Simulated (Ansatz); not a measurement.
# SnSe under changes of volume

One of the cells (50.458 Å³/atom); the others are scaled copies at fixed shape and fractional positions:

```xyz
4
Lattice="4.2853 0.0000 0.0000 0.0000 4.2853 0.0000 0.0000 0.0000 10.9907" Properties=species:S:1:pos:R:3 pbc="T T T"
Sn    0.0000    2.1427    6.8996
Sn    2.1427    0.0000    4.0911
Se    0.0000    2.1427    4.2200
Se    2.1427    0.0000    6.7707
```

```yaml
Program: Ansatz 0.2.0
Functional: r2SCAN
Potentials_or_basis: Ansatz PAW
Cutoff: "500 eV (not typed: the program's choice for these potentials)"
k_mesh: 6 × 6 × 3
Occupations: fermi-dirac, width 0.05 eV
Spin: no spin polarisation
```

```csv
volume (Å³/atom),energy over the lowest point (meV/atom),gap on the mesh (eV),largest force (eV/Å)
47.431,17.55,1.64,0.481
48.440,?,?,?
49.449,1.83,1.75,0.151
50.458,0.00,1.78,0.014
51.468,1.66,1.80,0.134
52.477,6.45,1.82,0.262
53.486,14.07,1.83,0.381
```

Question: What does the run at 48.440 Å³/atom give?

Answer: Energy over the lowest point 7.53 meV/atom; gap on the mesh 1.70 eV; largest force 0.310 eV/Å.

Worked out: A Birch-Murnaghan fit of order 3 (a polynomial in V^(-2/3)) to the other rows has its minimum at 50.47 Å³/atom with B0 = V·E''(V) = 28 GPa and B' = 4.3 at fixed shape and positions, which overstates the stiffness. It gives 7.54 meV/atom at 48.440 Å³/atom, against the run's 7.53. A parabola through the other rows of the gap, of slope 2.47 eV per unit of ln V there, gives 1.70 eV, against the run's 1.70.

Energies are extrapolated to zero smearing.

Caveats: odd divisions of the mesh miss points on the zone boundary, where band edges often lie, so the gap on the mesh can be too wide; spin-orbit coupling is left out, which moves the levels of the heavy elements; the PAW data sets come from PBE, with cores solved anew for the run's functional, which leaves a small shift of forces and pressure.

A mesh can miss the band edges.
